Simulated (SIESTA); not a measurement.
Crystal: TiO2.

```
Ti O
1.0
     6.15358   -1.88347    0.00000
     6.15358    1.88347    0.00000
    -1.92833    0.00000    6.32897
Ti O
4 8
Direct
  0.90007 0.90007 0.28960
  0.19529 0.19529 0.28376
  0.09993 0.09993 0.71040
  0.80471 0.80471 0.71624
  0.36193 0.36193 0.29340
  0.26349 0.26349 0.65250
  0.86719 0.86719 0.99529
  0.73651 0.73651 0.34750
  0.94165 0.94165 0.63002
  0.13281 0.13281 0.00471
  0.63807 0.63807 0.70660
  0.05835 0.05835 0.36998
```

The cell comes from a database or a generator and needn't be the stable form of this composition.

Base run:

| Property | Result |
| --- | --- |
| Program | SIESTA 5.4.2 |
| Functional | PBE |
| Potentials or basis | PseudoDojo 0.4 standard (PBE files) |
| Basis | SZ (energy shift 0.002 Ry) |
| Grid cutoff | 800 Ry |
| Energy shift | 0.002 Ry |
| k mesh | 6 × 6 × 3 |
| Occupations | fermi-dirac, width 0.05 eV |
| Spin | no spin polarisation |

Its results: band gap on the k mesh 2.19 eV, indirect (least direct gap 2.31 eV); pressure -3.1 GPa; largest force 0.406 eV/Å.

**Question.** The run is repeated on the same cell with these changes: basis from SZ (energy shift 0.002 Ry) to DZP (energy shift 0.002 Ry). What comes out?

**Answer.** Band gap on the k mesh 2.61 eV, indirect (least direct gap 2.73 eV); pressure 0.7 GPa; largest force 0.182 eV/Å.

Caveats: the basis of atomic orbitals isn't converged, which shifts pressures, moduli and gaps; the basis has no polarisation orbitals (some runs); semicore shells carry a single zeta, which can move pressures by several GPa and volumes by a few percent (some runs).
